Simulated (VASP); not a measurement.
# CoO (Fm-3m) in VASP: band structure with PBE

Aim: the band structure of CoO with PBE.

All numbers are computed with VASP 6.6.1; they aren't measurements. Logs are shortened: lines on timing, memory, paths and dates and some standing lists are left out, and cuts for length are marked.

## (1) Starting point

The structure is cubic, space group Fm-3m (No. 225). Conventional cell: a = 4.100 Å, b = 4.100 Å, c = 4.100 Å, α = 90.00°, β = 90.00°, γ = 90.00°. Co (site symmetry m-3m) has 6 O at 2.05 Å as nearest neighbours. O (site symmetry m-3m) has 6 Co at 2.05 Å as nearest neighbours.

## (2) Band structure, PBE

The input, POSCAR:

```
CoO                                     
1.0
    0.0000000000      2.0502467954      2.0502467954
    2.0502467954      0.0000000000      2.0502467954
    2.0502467954      2.0502467954     -0.0000000000
  Co              O             
     1     1
Direct
     1.0000000000000000    0.0000000000000000    1.0000000000000000
     0.5000000000000000    0.5000000000000000    0.5000000000000000
```

The input, INCAR.step1:

```
ALGO = Normal ; EDIFF = 1E-7
ENCUT = 520 ; GGA = PE
ISIF = 2 ; ISMEAR = 0
LASPH = T ; LCHARG = T
LMAXMIX = 4 ; LREAL = F
LWAVE = F ; NBANDS = 14
NELM = 60 ; PREC = Accurate
SIGMA = 0.02
```

The input, KPOINTS.step1:

```
k-points
0
Gamma
  12 12 12
```

The input, INCAR.step2:

```
ALGO = Normal ; EDIFF = 1E-7
ENCUT = 520 ; GGA = PE
ICHARG = 11 ; ISIF = 2
ISMEAR = 0 ; LASPH = T
LCHARG = F ; LMAXMIX = 4
LREAL = F ; LWAVE = F
NBANDS = 14 ; NELM = 60
PREC = Accurate ; SIGMA = 0.05
```

The input, KPOINTS.step2:

```
path GXWKGLUWLK,UX
20
line-mode
reciprocal
 0.0000000000  0.0000000000  0.0000000000  G
 0.5000000000  0.0000000000  0.5000000000  X

 0.5000000000  0.0000000000  0.5000000000  X
 0.5000000000  0.2500000000  0.7500000000  W

 0.5000000000  0.2500000000  0.7500000000  W
 0.3750000000  0.3750000000  0.7500000000  K

 0.3750000000  0.3750000000  0.7500000000  K
 0.0000000000  0.0000000000  0.0000000000  G

 0.0000000000  0.0000000000  0.0000000000  G
 0.5000000000  0.5000000000  0.5000000000  L

 0.5000000000  0.5000000000  0.5000000000  L
 0.6250000000  0.2500000000  0.6250000000  U

 0.6250000000  0.2500000000  0.6250000000  U
 0.5000000000  0.2500000000  0.7500000000  W

 0.5000000000  0.2500000000  0.7500000000  W
 0.5000000000  0.5000000000  0.5000000000  L

 0.5000000000  0.5000000000  0.5000000000  L
 0.3750000000  0.3750000000  0.7500000000  K

 0.6250000000  0.2500000000  0.6250000000  U
 0.5000000000  0.0000000000  0.5000000000  X
```

Potentials or basis: VASP PAW PBE potentials, release 64 (Co, O).

Command:

```
$ cat potpaw_PBE.64/Co/POTCAR potpaw_PBE.64/O/POTCAR > POTCAR
$ cp INCAR.step1 INCAR
$ cp KPOINTS.step1 KPOINTS
$ mpirun -np 1 vasp_std > vasp.out
$ cp INCAR.step2 INCAR
$ cp KPOINTS.step2 KPOINTS
$ mpirun -np 1 vasp_std > vasp.out
```

OUTCAR:

```text
EDIFF = 1E-7
   ENCUT = 520
   GGA = PE
   ICHARG = 11
   ISIF = 2
   ISMEAR = 0
   LASPH = T
   LREAL = F
   NELM = 60
   PREC = Accurate

 ion  position               nearest neighbor table
   1  0.000  0.000  0.000-   2 2.05   2 2.05   2 2.05   2 2.05   2 2.05   2 2.05
   2  0.500  0.500  0.500-   1 2.05   1 2.05   1 2.05   1 2.05   1 2.05   1 2.05

  LATTYP: Found a face centered cubic cell.
 ALAT       =     4.1004935908

  Lattice vectors:

 A1 = (   0.0000000000,   2.0502467954,   2.0502467954)
 A2 = (   2.0502467954,   0.0000000000,   2.0502467954)
 A3 = (   2.0502467954,   2.0502467954,   0.0000000000)

Analysis of symmetry for initial positions (statically):
=====================================================================
 Subroutine PRICEL returns:
 Original cell was already a primitive cell.

 Routine SETGRP: Setting up the symmetry group for a
 face centered cubic supercell.

 Subroutine GETGRP returns: Found 48 space group operations
 (whereof 48 operations were pure point group operations)
 out of a pool of 48 trial point group operations.

The static configuration has the point symmetry O_h .

Analysis of symmetry for dynamics (positions and initial velocities):
=====================================================================
 Subroutine PRICEL returns:
 Original cell was already a primitive cell.

 Routine SETGRP: Setting up the symmetry group for a
 face centered cubic supercell.

 Subroutine GETGRP returns: Found 48 space group operations
 (whereof 48 operations were pure point group operations)
 out of a pool of 48 trial point group operations.

The dynamic configuration has the point symmetry O_h .

 Subroutine INISYM returns: Found 48 space group operations
 (whereof 48 operations are pure point group operations),
 and found     1 'primitive' translations

----------------------------------------------------------------------------------------

                                     Primitive cell

  volume of cell :      17.2365

  direct lattice vectors                    reciprocal lattice vectors
     0.000000000  2.050246795  2.050246795    -0.243873080  0.243873080  0.243873080
     2.050246795  0.000000000  2.050246795     0.243873080 -0.243873080  0.243873080
     2.050246795  2.050246795  0.000000000     0.243873080  0.243873080 -0.243873080

[... 79 lines left out ...]
   EDIFFG = 0.1E-05   stopping-criterion for IOM
   NSW    =      0    number of steps for IOM
   IBRION =     -1    ionic relax: 0-MD 1-quasi-New 2-CG
   NFREE  =      0    steps in history (QN), initial steepest desc. (CG)
   ISIF   =      2    stress and relaxation
   ISYM   =      2    0-nonsym 1-usesym 2-fastsym
   POTIM  = 0.5000    time-step for ionic-motion
   TEBEG  =    0.0;   TEEND  =   0.0 temperature during run
   PSTRESS=    0.0 pullay stress
   NELECT =      15.0000    total number of electrons
   NUPDOWN=      -1.0000    fix difference up-down
   EMIN   =  10.00;   EMAX   =-10.00  energy-range for DOS
   EFERMI =   0.00;   METHOD = LEGACY
   ISMEAR =     0;   SIGMA  =   0.05  broadening in eV -4-tet -1-fermi 0-gaus
   EFERMI_NEDOS =   21; number of points for ismear=-14 and -15
   IALGO  =     38    algorithm
   IMIX   =      4    mixing-type and parameters
     AMIX     =   0.40;   BMIX     =  1.00
     AMIX_MAG =   1.60;   BMIX_MAG =  1.00
  volume/ion in A,a.u.               =       8.62        58.16
  Fermi-wavevector in a.u.,A,eV,Ry     =   1.562988  2.953620 33.238121  2.442933
  Thomas-Fermi vector in A             =   2.665826
   LORBIT       =      0    0 simple, 1 ext, 2 COOP (PROOUT), +10 PAW based schemes
   GGA     = PE    functional components
   LHFCALC =     F    Hartree Fock is set to
   AEXX    =    0.0000 exact exchange contribution
   IVDW    =     0    specifies the selected vdW correction
   LEPSILON=     F    determine dielectric tensor
   LRPA    =     F    only Hartree local field effects (RPA)
 non-spin polarized calculation
 Gauss-broadening in eV      SIGMA  =   0.05
  energy-cutoff  :      520.00
  volume of cell :       17.24
 maximum number of plane-waves:       487
 NGX is ok and might be reduce to    24

 number of electron      15.0000002 magnetization

 Free energy of the ion-electron system (eV)
  ---------------------------------------------------
  ext. energy  EPLUGINS =         0.00000000
  ---------------------------------------------------
  free energy    TOTEN  =       -12.60981500 eV

  energy without entropy =      -12.60648682  energy(sigma->0) =      -12.60815091

 E-fermi :   9.2645     XC(G=0): -13.0905

 val. band max:        9.2625832923   @ k =   0.5329   0.2500   0.7171
 cond. band min:       9.2664796324   @ k =   0.1579   0.0000   0.1579
 fundamental gap:      0.0038963400
 Fermi energy:         9.2645302135

 k-point     1 :       0.0000    0.0000    0.0000
  band No.  band energies     occupation
      1     -11.9560      2.00000
      2       5.6329      2.00000
      3       5.6329      2.00000
      4       5.6329      2.00000
      5       7.7335      2.00000
      6       7.7335      2.00000
      7       7.7335      2.00000
      8       8.1971      2.00000
      9       8.1972      2.00000
     10      11.3809      0.00000
     11      26.8276      0.00000
     12      29.0131      0.00000
     13      29.0131      0.00000
     14      29.0131      0.00000
[... 377 lines left out ...]
      1     -10.4680      2.00000
      2       1.7205      2.00000
      3       4.2254      2.00000
      4       4.2381      2.00000
      5       6.5708      2.00000
      6       8.7909      2.00000
      7       9.1642      1.99547
      8       9.1730      1.99040
      9       9.4032      0.00009
     10      16.8502      0.00000
     11      20.0789      0.00000
     12      22.2261      0.00000
     13      26.7510      0.00000
     14      27.1184      0.00000

 [... further k-points ...]
[... 5 lines left out ...]
  --------------------------------------------------------------------------------------
  -------------------------------------------------------------------------------------
  Total       -3.2143952     -3.2143952     -3.2143952      0.0000000     -0.0000000      0.0000000
  in kB     -298.7868186   -298.7868186   -298.7868186      0.0000000     -0.0000000      0.0000000
  external PRESSURE =    -298.7868186 kB  Pullay stress =       0.0000000 kB

 VOLUME and BASIS-vectors are now :
 -----------------------------------------------------------------------------
  energy-cutoff  :      520.00
  volume of cell :       17.24
      direct lattice vectors                 reciprocal lattice vectors
     0.000000000  2.050246795  2.050246795    -0.243873080  0.243873080  0.243873080
     2.050246795  0.000000000  2.050246795     0.243873080 -0.243873080  0.243873080
     2.050246795  2.050246795  0.000000000     0.243873080  0.243873080 -0.243873080

 POSITION                                       TOTAL-FORCE (eV/Angst)
 -----------------------------------------------------------------------------------
      0.00000      0.00000      0.00000         0.000000     -0.000000     -0.000000
      2.05025      2.05025      2.05025         0.000000      0.000000      0.000000
 -----------------------------------------------------------------------------------
    total drift:                                0.000000     -0.000000     -0.000000

  FREE ENERGIE OF THE ION-ELECTRON SYSTEM (eV)
  ---------------------------------------------------
  free  energy   TOTEN  =       -12.6098149953 eV

  energy  without entropy=      -12.6064868177  energy(sigma->0) =      -12.60815091
```

OSZICAR.step1:

```text
N       E                     dE             d eps       ncg     rms          rms(c)
DAV:   1     0.752479562740E+02    0.75248E+02   -0.71162E+03  2088   0.128E+03
DAV:   2    -0.105154828149E+02   -0.85763E+02   -0.75403E+02  2244   0.257E+02
DAV:   3    -0.146715873963E+02   -0.41561E+01   -0.40535E+01  2268   0.634E+01
DAV:   4    -0.147215582456E+02   -0.49971E-01   -0.49921E-01  2304   0.656E+00
DAV:   5    -0.147230728818E+02   -0.15146E-02   -0.15146E-02  2346   0.120E+00    0.140E+01
DAV:   6    -0.139490768456E+02    0.77400E+00   -0.12859E+01  2068   0.637E+01    0.129E+01
DAV:   7    -0.127807031990E+02    0.11684E+01   -0.60865E+00  2046   0.508E+01    0.555E+00
DAV:   8    -0.127192400038E+02    0.61463E-01   -0.36232E-01  2304   0.999E+00    0.149E+00
DAV:   9    -0.127168988958E+02    0.23411E-02   -0.23094E-02  2278   0.216E+00    0.230E-01
DAV:  10    -0.127161774207E+02    0.72148E-03   -0.45196E-03  2352   0.130E+00    0.107E-01
DAV:  11    -0.127161271388E+02    0.50282E-04   -0.44890E-04  2816   0.302E-01    0.325E-02
DAV:  12    -0.127161225024E+02    0.46364E-05   -0.33893E-05  2382   0.951E-02    0.617E-03
DAV:  13    -0.127161228363E+02   -0.33392E-06   -0.20787E-06  2696   0.192E-02    0.167E-03
DAV:  14    -0.127161228532E+02   -0.16864E-07   -0.24252E-07  2102   0.838E-03
   1 F= -.12716123E+02 E0= -.12715886E+02  d E =-.473132E-03
```

Run time: 25 s. Hardware: 1 thread of Intel Xeon Platinum 8488C (Sapphire Rapids), shared host; peak memory 0.17 GiB.

What came out:

```yaml
Band_gap_along_the_path: none (metal or under the smearing width)
```

Levels at the corners of the path, in eV from the Fermi level:
| point | band 4 | band 5 | band 6 | band 7 | band 8 | band 9 | band 10 | band 11 | band 12 | band 13 |
| --- | --- | --- | --- | --- | --- | --- | --- | --- | --- | --- |
| Γ | -3.81 | -1.71 | -1.71 | -1.71 | -1.24 | -1.24 | 1.94 | 17.39 | 19.57 | 19.57 |
| X | -5.10 | -3.00 | -0.73 | -0.27 | -0.27 | -0.06 | 7.31 | 10.64 | 12.92 | 17.46 |
| X | -5.10 | -3.00 | -0.73 | -0.27 | -0.27 | -0.06 | 7.31 | 10.64 | 12.92 | 17.46 |
| W | -6.46 | -0.93 | -0.93 | -0.27 | -0.22 | 0.60 | 9.64 | 10.93 | 10.93 | 14.34 |
| W | -6.46 | -0.93 | -0.93 | -0.27 | -0.22 | 0.60 | 9.64 | 10.93 | 10.93 | 14.34 |
| K | -5.72 | -1.66 | -0.44 | -0.28 | 0.09 | 0.54 | 8.90 | 10.64 | 10.78 | 16.72 |
| K | -5.72 | -1.66 | -0.44 | -0.28 | 0.09 | 0.54 | 8.90 | 10.64 | 10.78 | 16.72 |
| Γ | -3.81 | -1.71 | -1.71 | -1.71 | -1.24 | -1.24 | 1.94 | 17.39 | 19.57 | 19.57 |
| Γ | -3.81 | -1.71 | -1.71 | -1.71 | -1.24 | -1.24 | 1.94 | 17.39 | 19.57 | 19.57 |
| L | -6.17 | -0.62 | -0.62 | -0.27 | 1.82 | 1.82 | 5.59 | 10.72 | 14.68 | 14.68 |
| L | -6.17 | -0.62 | -0.62 | -0.27 | 1.82 | 1.82 | 5.59 | 10.72 | 14.68 | 14.68 |
| U | -5.72 | -1.66 | -0.44 | -0.28 | 0.09 | 0.54 | 8.90 | 10.64 | 10.78 | 16.72 |
| U | -5.72 | -1.66 | -0.44 | -0.28 | 0.09 | 0.54 | 8.90 | 10.64 | 10.78 | 16.72 |
| W | -6.46 | -0.93 | -0.93 | -0.27 | -0.22 | 0.60 | 9.64 | 10.93 | 10.93 | 14.34 |
| W | -6.46 | -0.93 | -0.93 | -0.27 | -0.22 | 0.60 | 9.64 | 10.93 | 10.93 | 14.34 |
| L | -6.17 | -0.62 | -0.62 | -0.27 | 1.82 | 1.82 | 5.59 | 10.72 | 14.68 | 14.68 |
| L | -6.17 | -0.62 | -0.62 | -0.27 | 1.82 | 1.82 | 5.59 | 10.72 | 14.68 | 14.68 |
| K | -5.72 | -1.66 | -0.44 | -0.28 | 0.09 | 0.54 | 8.90 | 10.64 | 10.78 | 16.72 |
| U | -5.72 | -1.66 | -0.44 | -0.28 | 0.09 | 0.54 | 8.90 | 10.64 | 10.78 | 16.72 |
| X | -5.10 | -3.00 | -0.73 | -0.27 | -0.27 | -0.06 | 7.31 | 10.64 | 12.92 | 17.46 |

Caveat: the log is that of the step along the path at fixed density, whose energy, stress, charges and moments have no meaning; an odd number of electrons without spin polarisation forces a metal; a magnetic or distorted state may lie lower; the run has no spin polarisation, though such a crystal can be magnetic; semilocal functionals often make such compounds metallic where correlation or magnetic order opens a gap, which also shifts bond lengths. Spin polarisation is off, so any magnetic state and its effect on volume and gap are missing.
